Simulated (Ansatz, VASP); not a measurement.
# W (W strained to the junction's net) in two plane-wave programs

Wanted: the spread between two codes on one cell, functional and k mesh. The structure shown is the end of the Ansatz relaxation below.

Method: plane waves, with VASP 6.6.1 beside it; single point at PBE, in Ansatz 0.2.0.

## Step 1: Set-up

Symmetry: I4/mmm, No. 139, tetragonal system. The conventional cell has a = 3.217 Å, b = 3.217 Å, c = 3.161 Å, α = 90.00°, β = 90.00°, γ = 90.00°. W has 8 W at 2.77 Å nearest.

## Step 2: Ansatz: relaxation, PBE

Ansatz runs on its default PAW (the set named soft_2) files.

This run makes the geometry at which the two programs are then compared.

input.yaml reads:

```yaml
crystal:
  lattice:
    - [3.217, 0.0, 0.0]
    - [0.0, 3.217, 0.0]
    - [0.0, 0.0, 3.1371]
  atoms:
    - { symbol: W, position: [0.0, 0.0, 0.0] }
    - { symbol: W, position: [0.5, 0.5, 0.5] }
kpoints:
  mp_grid: { grid: [10, 10, 10] }
scf:
  occupations: { method: fermi_dirac, width: 0.1 }
  max_iter: 150
hamiltonian:
  xc: pbe
relax:
  f_tol: 0.01
  max_steps: 40
  cell: { fix: [a, b, angles] }
```

Command:

```
$ ansatz run input.yaml --threads 8 --pin off --max-ram 24576MiB --backend cpu --events-out ev --progress --plain --runs-dir out
```

Numbers of over 12 decimals in the logs are rounded to 6 here.

The program printed:

```text
Engine: ansatz 0.2.0, aarch64-unknown-linux-gnu
Pseudopotentials: kind: paw
Pseudopotential: W, paw, valence charge 14, recommended cutoff 420 eV (normal), W.paw.azcp
Functional definition: PBE
  parameter kappa = 0.804
  parameter beta = 0.066725
  exchange = pbe_x(kappa = kappa, mu = beta*pi^2/3)
  correlation = pbe_c(beta = beta)
Crystal: 2 atoms, lattice volume = 32.466 Å³
Basis set: ecut = 420 eV, 619 PW (Γ), exchange–correlation on 48×48×48 points (8 copies of the dense FFT grid, shifted against one another)
Bands: 18, of which v1, the nominal top of the filled ones, is band 14 counted from 1 (13 counted from 0)
Symmetry: 32 space group operations
Space group: I4/mmm (ITA 139), of the structure as read, at distance tolerance 3.2e-5 Å
k-points: 126 of 1000
Non-local potential: W, projectors of the file, l = 0: 3, l = 1: 2, l = 2: 2, l = 3: 1
PAW form: soft (Blöchl's): semilocal exchange-correlation on the pseudo side does not see the compensation charge
PAW one-centre angular grid: W, 590 points (default); XC on 64 Gauss nodes
Initial density: superposition of atomic densities (neutral atoms: chi_scale 0, normalization atom), corrected by the library's trained network
Initial wavefunctions: pseudopotential atomic-orbital guess
Functional: x = pbe(κ = 0.804, μ = 0.219515), c = pbe(β = 0.066725)
SCF iter   1: F=—  HF=-20769.648095 eV  |F-HF|=—  |Δ(HF+E_count)|=         —  Δρ=1.93e-3  dr2=4.54e-4  ethr=1.77e-3  ⟨swp⟩=4.9  Hψ=9347  notcnv=0
preconditioner: auto → none  [metal: Δε(μ)=0.059 eV  Ē_g=5.491 eV  σ=0.100 eV  W_gap=0.14  n_scr=6 (ndim 8)  ℏωp=22.6 eV  f_vac=0.000  D(μ)=0.87/eV (n_scr^D=6)  sad-step TF]
SCF iter   2: F=—  HF=-20769.648930 eV  |F-HF|=—  |Δ(HF+E_count)|=   8.36e-4  Δρ=1.17e-3  dr2=1.83e-4  ethr=1.62e-6  ⟨swp⟩=2.3  Hψ=4881  notcnv=0
SCF iter   3: F=—  HF=-20769.648986 eV  |F-HF|=—  |Δ(HF+E_count)|=   5.55e-5  Δρ=2.70e-4  dr2=1.37e-5  ethr=6.53e-7  ⟨swp⟩=2.0  Hψ=3780  notcnv=0
SCF iter   4: F=—  HF=-20769.648979 eV  |F-HF|=—  |Δ(HF+E_count)|=   7.38e-6  Δρ=1.13e-4  dr2=1.80e-6  ethr=4.91e-8  ⟨swp⟩=3.0  Hψ=4102  notcnv=0
iter 5 did not close the SCF: its close was put off for the readings that it lacked (scf_convergence_deferred on its scf_iter line)
SCF iter   5: F=-20769.648978 eV  HF=-20769.648978 eV  |F-HF|=8.45e-9  |Δ(HF+E_count)|=   4.60e-7  Δρ=9.38e-6  dr2=1.23e-8  ethr=6.42e-9  ⟨swp⟩=2.1  Hψ=3833  notcnv=0
SCF iter   6: F=-20769.648978 eV  HF=-20769.648978 eV  |F-HF|=2.08e-9  |Δ(HF+E_count)|=   3.59e-9  Δρ=4.42e-6  dr2=2.73e-9  ethr=4.38e-11  ⟨swp⟩=1.9  Hψ=7328  notcnv=0
SCF 1 converged in 6 iterations: F = -20769.648978 eV  dr2 = 2.73e-9
  greatest PAW one-centre occupation: 1.000 electrons in one spin orbital (limit 2), on the W atom at site 1 (counted from 0), in its partial waves of l = 0
relax step   1: F+E_penalty+E_count = -20769.64897810 eV  Δ(F+E_penalty+E_count) = +0.000e0 eV  max|allowed force component| = 1.617e-29 eV/Å  Δτ_max = 0.0000 Å  P = -1.660 GPa  Ω = 32.466 Å³  fix = [a, b, alpha, beta, gamma]  reactions: a -4.469, b -4.469 GPa  (6 SCF iters, dr2 threshold 1.00e-7 eV, accepted)
[...]
relax step   2: F+E_penalty+E_count = -20769.62141787 eV  Δ(F+E_penalty+E_count) = +2.756e-2 eV  max|allowed force component| = 6.114e-30 eV/Å  Δτ_max = 0.0000 Å  P = -10.495 GPa  Ω = 33.504 Å³  energy of the carried Pulay correction = -4.623e-4 eV  fix = [a, b, alpha, beta, gamma]  (6 SCF iters, dr2 threshold 2.00e-7 eV, rejected (line search))
[...]
relax step   3: F+E_penalty+E_count = -20769.65180979 eV  Δ(F+E_penalty+E_count) = -2.832e-3 eV  max|allowed force component| = 3.254e-30 eV/Å  Δτ_max = 0.0000 Å  P = -4.058 GPa  Ω = 32.727 Å³  energy of the carried Pulay correction = -1.176e-4 eV  fix = [a, b, alpha, beta, gamma]  reactions: a -5.936, b -5.936 GPa  (6 SCF iters, accepted)
[...]
relax step   4: F+E_penalty+E_count = -20769.65183605 eV  Δ(F+E_penalty+E_count) = -2.626e-5 eV  max|allowed force component| = 2.090e-29 eV/Å  Δτ_max = 0.0000 Å  P = -3.892 GPa  Ω = 32.709 Å³  energy of the carried Pulay correction = -1.093e-4 eV  fix = [a, b, alpha, beta, gamma]  reactions: a -5.834, b -5.834 GPa  (6 SCF iters, dr2 threshold 2.00e-7 eV, accepted)
[...]
relax step   5: F+E_penalty+E_count = -20769.65194562 eV  Δ(F+E_penalty+E_count) = -1.096e-4 eV  max|allowed force component| = 2.169e-30 eV/Å  Δτ_max = 0.0000 Å  P = -3.892 GPa  Ω = 32.709 Å³  fix = [a, b, alpha, beta, gamma]  reactions: a -5.835, b -5.835 GPa  stress off target by 5.88e-3 GPa on what of the cell is left free  SCF on the basis re-selected at this cell (its energy is not comparable with the rows above)  (8 SCF iters)
basis re-selected at this cell: Δ(F+E_penalty+E_count) = -1.096e-4 eV, ΔP = -0.001 GPa vs the last step (what re-selecting the basis moved, of the pressure what is left beyond the Pulay correction that the steps carried, after the strain that the cell walked since its last selection, with what the two solves' SCF thresholds leave and, on support functions, any second-order correction that the steps lacked; it is no m [...]
SCF converged after 8 iterations
Free energy (F): -20769.651946 eV
Harris-Foulkes:  -20769.651946 eV  (|F-HF|=1.82e-11)
Internal energy: -20769.623310 eV  (E = F + TS)
E sigma→0 (E₀):  -20769.637628 eV
Entropy (-TS):   -0.028636 eV (-14.318 meV/atom)
Fermi energy:    21.820628 eV
--- Per-component energies (eV) ---
  E_band       = -184.217263
  E_kinetic    = 897.639094
  E_local      = -1240.330328  (includes V_loc(G=0)·N_el)
  E_nonlocal   = 0.392128
  E_hartree    = 442.167449
  E_xc         = -533.190970
  E_vxc        = -476.662205  (∫ρ·V_xc dr)
  E_paw        = -17124.651583  (= ΣΔE_a)
  E_vpaw       = -249.590721  (= ΣTr[D̂ρ^β])
  E_aug_tail   = -0.000129  (compensation charges beyond the density's cutoff)
  E_ewald      = -3211.648971
  E_smearing   = -0.028636  (= −TS)
  E_closure    = -0.000000  (closes the sum)
  Σ components = -20769.651946   (vs F -20769.651946, Δ=0.00e0)
--- Forces (eV/Å), atoms counted from 1 ---
  atom   1  W     -0.00000000     0.00000000     0.00000000
  atom   2  W     -0.00000000     0.00000000    -0.00000000
  max |Σ_I F_I| component: 6.19e-29 eV/Å
--- Stress (GPa, compression-positive) ---
       -5.835314      -0.000000       0.000000
       -0.000000      -5.835314      -0.000000
        0.000000      -0.000000      -0.005878
  P = ⅓ Tr σ = -3.8922 GPa (-38.922 kbar)
--- Relaxed structure (4 steps of the walk, 3 accepted, 1 SCFs on fresh bases) ---
  F+E_penalty+E_count = -20769.65194562 eV   max|allowed force component| = 2.169e-30 eV/Å   (the final SCF, on the basis selected at the relaxed cell)
  cell:  # Å, volume = 32.7085 Å³
    - [3.217, 0, 0]
    - [0, 3.217, 0]
    - [0, 0, 3.160522]
  atoms:
    - { symbol: W, position: [0.0, 0.0, 0.0] }
    - { symbol: W, position: [0.500000, 0.500000, 0.5] }
```

Reading the cycles: dr2 is the Hartree energy of the density residual (eV), the measure of convergence; HF is the Harris–Foulkes estimate of the energy, which meets the free energy F at convergence.

## Step 3: VASP: single point, PBE

The same cell, functional, mesh and smearing now go to VASP, with its own data sets.

Lines of VASP's logs that name or quote its potential files are left out, and so is its time.

INCAR reads:

```
SYSTEM = W
PREC = Accurate
ENCUT = 600
EDIFF = 1E-06
NELM = 120
ISMEAR = -1
SIGMA = 0.1
LREAL = .FALSE.
ALGO = Normal
GGA = PE
NBANDS = 12
LASPH = .TRUE.
LORBIT = 11
LWAVE = .FALSE.
LCHARG = .FALSE.
ISIF = 2
GGA_COMPAT = .FALSE.
```

POSCAR reads:

```
W
1.0
    3.2170000000      0.0000000000      0.0000000000
    0.0000000000      3.2170000000      0.0000000000
    0.0000000000      0.0000000000      3.1605223431
W
2
Direct
    0.0000000000      0.0000000000      0.0000000000
    0.5000000000      0.5000000000      0.5000000000
```

KPOINTS reads:

```
Automatic mesh
0
Gamma
10 10 10
0 0 0
```

Potentials, in the order of the species: W (PBE family, release 64).

Command:

```
$ mpirun -np 1 vasp_std
```

The program printed:

```text
[banner, memory and clock lines left out]
running    1 mpi-ranks, on    1 nodes
 distrk:  each k-point on    1 cores,    1 groups
 distr:  one band on    1 cores,    1 groups

 POSCAR found type information on POSCAR W
 POSCAR found :  1 types and       2 ions
 LDA part: xc-table for (Slater+PW92), standard interpolation
 POSCAR, INCAR and KPOINTS ok, starting setup
 FFT: planning ... GRIDC
 FFT: planning ... GRID_SOFT
 FFT: planning ... GRID
 WAVECAR not read
 entering main loop
       N       E                     dE             d eps       ncg     rms          rms(c)
DAV:   1     0.373574757279E+02    0.37357E+02   -0.58811E+03  3024   0.987E+02
DAV:   2    -0.240799079198E+02   -0.61437E+02   -0.56816E+02  3592   0.237E+02
DAV:   3    -0.273839047335E+02   -0.33040E+01   -0.31400E+01  3784   0.440E+01
DAV:   4    -0.274410888279E+02   -0.57184E-01   -0.57028E-01  3320   0.556E+00
DAV:   5    -0.274415017424E+02   -0.41291E-03   -0.41288E-03  3648   0.464E-01    0.272E+01
DAV:   6    -0.264295804613E+02    0.10119E+01   -0.76288E-01  3304   0.615E+00    0.133E+01
DAV:   7    -0.260402276073E+02    0.38935E+00   -0.86257E-01  3548   0.650E+00    0.597E-01
DAV:   8    -0.260371216678E+02    0.31059E-02   -0.61838E-03  3184   0.560E-01    0.182E-01
DAV:   9    -0.260368336046E+02    0.28806E-03   -0.46962E-04  3696   0.140E-01    0.225E-02
DAV:  10    -0.260368386914E+02   -0.50868E-05   -0.88830E-06  3432   0.314E-02    0.189E-02
DAV:  11    -0.260368359695E+02    0.27219E-05   -0.15572E-06  1920   0.822E-03    0.724E-04
DAV:  12    -0.260368360915E+02   -0.12204E-06   -0.11601E-07  1632   0.321E-03
   1 F= -.26036836E+02 E0= -.26022602E+02  d E =-.284685E-01
```

OUTCAR, selected parts (step 3):

```text
ion  position               nearest neighbor table
   1  0.000  0.000  0.000-   2 2.77   2 2.77   2 2.77   2 2.77   2 2.77   2 2.77   2 2.77   2 2.77

  LATTYP: Found a simple tetragonal cell.
 ALAT       =     3.2170000000
 C/A-ratio  =     0.9824439985

 Subroutine GETGRP returns: Found 16 space group operations
 (whereof 16 operations were pure point group operations)

The static configuration has the point symmetry D_4h.

 Found    126 irreducible k-points:

   k-points           NKPTS =    126   k-points in BZ     NKDIM =    126   number of bands    NBANDS=     12

   dimension x,y,z NGX =    28 NGY =   28 NGZ =   28
   dimension x,y,z NGXF=    56 NGYF=   56 NGZF=   56

   ENCUT  =  600.0 eV  44.10 Ry    6.64 a.u.   6.43  6.43  6.31*2*pi/ulx,y,z

   NELECT =      12.0000    total number of electrons

 k-points in reciprocal lattice and weights: Automatic mesh
   0.00000000  0.00000000  0.00000000       0.001
   0.10000000  0.00000000  0.00000000       0.004
   0.20000000  0.00000000  0.00000000       0.004
   0.30000000  0.00000000  0.00000000       0.004
   0.40000000  0.00000000  0.00000000       0.004
   0.50000000  0.00000000  0.00000000       0.002
   0.10000000  0.10000000  0.00000000       0.004
   0.20000000  0.10000000  0.00000000       0.008
   0.30000000  0.10000000  0.00000000       0.008
[...]
0.50000000  0.40000000  0.50000000       0.004
   0.50000000  0.50000000  0.50000000       0.001

 average (electrostatic) potential at core
       1 -38.3485       2 -38.3485

 E-fermi :   7.4587

 k-point     1 :       0.0000    0.0000    0.0000
  band No.  band energies     occupation
    ...
      2       1.8782      2.00000
      3       1.9255      2.00000
      4       6.1244      2.00000
      5       6.3524      1.99997
      6       6.3524      1.99997
      7       9.4683      0.00000
      8       9.7710      0.00000
      9      12.3359      0.00000
     10      12.3359      0.00000
     11      12.4072      0.00000
    ...

 k-point     2 :       0.1000    0.0000    0.0000
  band No.  band energies     occupation
    ...
      2       2.0269      2.00000
      3       2.0720      2.00000
      4       6.1110      2.00000
      5       6.3362      1.99997
      6       6.4592      1.99991
      7       9.1800      0.00000
      8       9.8314      0.00000
      9      11.4689      0.00000
     10      11.5014      0.00000
     11      12.1187      0.00000
    ...

 k-point     3 :       0.2000    0.0000    0.0000
  band No.  band energies     occupation
    ...
      2       2.3962      2.00000
      3       2.5106      2.00000
      4       6.1041      2.00000
      5       6.3215      1.99998
      6       6.7759      1.99784
      7       8.3196      0.00036
      8      10.0093      0.00000
      9      10.1096      0.00000
     10      10.1113      0.00000
     11      11.5248      0.00000
    ...

  Total       -1.8789175     -1.8789175     -0.6836089      0.0000000     -0.0000000     -0.0000000
  in kB      -92.0359105    -92.0359105    -33.4855403      0.0000000     -0.0000000     -0.0000000
  external PRESSURE =     -72.5191204 kB  Pullay stress =       0.0000000 kB

  energy-cutoff  :      600.00
  volume of cell :       32.71
      direct lattice vectors                 reciprocal lattice vectors
     3.217000000  0.000000000  0.000000000     0.310848617  0.000000000  0.000000000
     0.000000000  3.217000000  0.000000000     0.000000000  0.310848617  0.000000000
     0.000000000  0.000000000  3.160522343     0.000000000  0.000000000  0.316403395

 POSITION                                       TOTAL-FORCE (eV/Angst)
 -----------------------------------------------------------------------------------
      0.00000      0.00000      0.00000        -0.000000     -0.000000      0.000000
      1.60850      1.60850      1.58026         0.000000      0.000000     -0.000000
 -----------------------------------------------------------------------------------
    total drift:                                0.000000      0.000000      0.000000

  FREE ENERGIE OF THE ION-ELECTRON SYSTEM (eV)
  ---------------------------------------------------
  free  energy   TOTEN  =       -26.0368360915 eV

  energy  without entropy=      -26.0083675770  energy(sigma->0) =      -26.02260183

 total charge
# of ion       s       p       d       tot
------------------------------------------
    1        0.661   0.695   4.083   5.440
    2        0.661   0.695   4.083   5.440
--------------------------------------------------
tot          1.323   1.390   8.167  10.880

[... 3 further parts left out ...]
```

The data set W keeps the semicore shell frozen, which is cheaper and a little less accurate.

## Step 4: Differences

Known differences besides the potentials themselves: the data sets hold 28 valence electrons in Ansatz (on its default PAW (the set named soft_2) files) and 12 in VASP; the cutoff is 420 eV in Ansatz and 600 eV in VASP; Ansatz's pressure holds a Pulay correction, VASP's none. Total energies have different zeros and are not compared.

Compared:

| quantity | Ansatz | VASP | difference |
| --- | --- | --- | --- |
| pressure (GPa) | -3.89 | -7.25 | +3.36 |

## Step 5: What came out

| Item | Value |
| --- | --- |
| difference in pressure (single point, PBE) | 3.4 GPa |

The difference in pressure is 3.4 GPa (single point, PBE), beyond the 1 GPa picked in this series as the mark of a large difference. The data sets hold unlike numbers of valence electrons (28 in Ansatz and 12 in VASP), so part of the differences comes from the potentials. What causes the difference of the single point, PBE pair stays open here. How closely two codes agree says nothing of how well the functional describes the real material.

[Lines on the potential files, build, host, timing and source positions are cut from VASP's logs without a mark.]

[Logs are printed without paths, hosts, clocks, repeated set-up lines and the standing remarks that a program may print on its own settings, such as how far it seeks lower states.]

[Hosts, paths, dates, database ids (printed as entryN), source tags and the programs' standing remarks are cut or masked in the printed files.]
